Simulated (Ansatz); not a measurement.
BaTe (zincblende), relaxed with r2SCAN in the PAW code Ansatz. The symmetry is F-43m (No. 216, cubic); conventional cell a = 7.828 Å, 59.97 Å³ an atom. Around Ba lie 4 Te at 3.39 Å; around Te lie 4 Ba at 3.39 Å.

The axes x, y and z are those of this cell:
```
CELL_PARAMETERS angstrom
0.00000 3.91416 3.91416
3.91416 0.00000 3.91416
3.91416 3.91416 0.00000
ATOMIC_POSITIONS crystal
Ba 0.00000 0.00000 0.00000
Te 0.25000 0.25000 0.25000
```

Unstrained: The PBE gap is indirect, 2.566 eV (W to Γ), below the direct gap of 2.938 eV at W. The r2SCAN gap is indirect, 2.939 eV (W to Γ), below the direct gap of 3.204 eV at X. The HSE06 gap is indirect, 3.312 eV (W to Γ), below the direct gap of 3.700 eV at X. Meshes: PBE 6×6×6, r2SCAN 6×6×6, HSE06 4×4×4. Strains are changes of length per length. After each strain the atoms were relaxed again with r2SCAN within the symmetry that the strain leaves, so tilts or polar shifts that break it weren't tested; points keep the names that they have in the unstrained zone. The cell comes from a prototype generator: it can be a known phase or a hypothetical one. Spin polarisation is off.

(1) Estimate what isotropic -1.5 % on every length does to the gap.

(2) Apply uniaxial +4.0 % along x, other directions held. How far does the gap move, against the unstrained cell?

(3) Apply uniaxial -3.0 % along [111], other directions held. How far does the gap move, against the unstrained cell?

(4) Estimate what isotropic -3.0 % on every length does to the gap.

(5) For epitaxial +0.5 % in the plane normal to [111], how far does the free direction move, and what happens to the gap?

(6) Order the strained cells by their HSE06 gap, smallest first.
A. isotropic -3.0 % on every length
B. epitaxial +0.5 % in the plane normal to [111]
C. isotropic -1.5 % on every length
D. uniaxial +4.0 % along x, other directions held
E. uniaxial -3.0 % along [111], other directions held

Answers

(1) PBE: the gap goes from 2.566 to 2.622 eV (+0.056 eV). r2SCAN: the gap goes from 2.939 to 2.996 eV (+0.057 eV). HSE06: the gap goes from 3.312 to 3.376 eV (+0.064 eV). The r2SCAN energy rises by 7.3 meV an atom.

(2) PBE: the gap goes from 2.566 to 2.479 eV (-0.087 eV); the edges move from W → Γ to X → Γ; the X points, equivalent before, split by 33 meV, and the valence top lies at those like (0, 1/2, 1/2). r2SCAN: the gap goes from 2.939 to 2.850 eV (-0.089 eV); the edges move from W → Γ to X → Γ; the X points, equivalent before, split by 35 meV, and the valence top lies at those like (0, 1/2, 1/2). HSE06: the gap goes from 3.312 to 3.212 eV (-0.100 eV); the edges move from W → Γ to X → Γ; the X points, equivalent before, split by 37 meV, and the valence top lies at those like (0, 1/2, 1/2). The r2SCAN energy rises by 6.5 meV an atom.

(3) PBE: the gap goes from 2.566 to 2.589 eV (+0.023 eV); the edges move from W → Γ to X → Γ. r2SCAN: the gap goes from 2.939 to 2.961 eV (+0.022 eV); the edges move from W → Γ to X → Γ. HSE06: the gap goes from 3.312 to 3.337 eV (+0.025 eV); the edges move from W → Γ to X → Γ. The r2SCAN energy rises by 3.7 meV an atom.

(4) PBE: the gap goes from 2.566 to 2.672 eV (+0.106 eV). r2SCAN: the gap goes from 2.939 to 3.048 eV (+0.109 eV). HSE06: the gap goes from 3.312 to 3.435 eV (+0.123 eV). The r2SCAN energy rises by 31.5 meV an atom.

(5) The normal strain at zero normal stress is -0.77 %, 1.53 of the in-plane strain with the sign turned. PBE: the gap goes from 2.566 to 2.559 eV (-0.007 eV); the edges move from W → Γ to X → Γ. r2SCAN: the gap goes from 2.939 to 2.930 eV (-0.009 eV); the edges move from W → Γ to X → Γ. HSE06: the gap goes from 3.312 to 3.302 eV (-0.010 eV); the edges move from W → Γ to X → Γ.

(6) D (3.21 eV), B (3.30 eV), E (3.34 eV), C (3.38 eV), A (3.43 eV).

Spin-orbit coupling is left out, which matters wherever the heavy atoms make up the band edges.

The meshes of the hybrids are coarse, so their gaps aren't converged to the digits shown.
